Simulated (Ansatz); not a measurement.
Ni:

```xyz
2
Lattice="2.4480 0.0000 0.0000 -1.2240 2.1201 0.0000 0.0000 0.0000 4.0728" Properties=species:S:1:pos:R:3 pbc="T T T"
Ni    1.2240    0.7067    3.0546
Ni    0.0000    1.4134    1.0182
```

This isn't the form of Ni at room conditions, which is fcc.

| Quantity | Value |
| --- | --- |
| Program | Ansatz 0.2.0 |
| Task | single point |
| Functional | PBEsol |
| Potentials or basis | Ansatz PAW |
| Cutoff | 420 eV (not typed: the program's choice for these potentials) |
| k mesh | 12 × 12 × 7 |
| Occupations | fermi-dirac, width 0.05 eV |
| Spin | collinear spin, ferromagnetic start |
| Starting moments | [1.0, 1.0] μB |

On this cell: pressure -3.0 GPa; largest force under 0.003 eV/Å; net moment 1.30 μB per cell; site moments Ni +0.69 μB; band gap on the k mesh none (metal or under the smearing width).

The same run follows on a disturbed copy (atoms moved at random, drawn with an rms of 0.05 Å):

```
Ni
1.0
     2.44802    0.00000    0.00000
    -1.22401    2.12005    0.00000
     0.00000    0.00000    4.07281
Ni
2
Direct
  0.67277 0.33548 0.75541
  0.34218 0.65836 0.24447
```

What does the disturbed cell give?

The energy (extrapolated to zero smearing) moves by +4.9 meV/atom; pressure -2.7 GPa; largest force 0.406 eV/Å; net moment 1.31 μB per cell; site moments Ni +0.69 μB; band gap on the k mesh none (metal or under the smearing width).

Forces on the atoms (eV/Å):
```
Ni   0.039 -0.042 -0.402
Ni  -0.039  0.042  0.402
```

Stress tensor (GPa, compression positive):
```
-1.14 -0.31 -0.10
-0.31 -1.83  0.11
-0.10  0.11 -5.21
```

Caveats: the PAW data sets come from PBE, with cores solved anew for the run's functional, which leaves a small shift of forces and pressure.
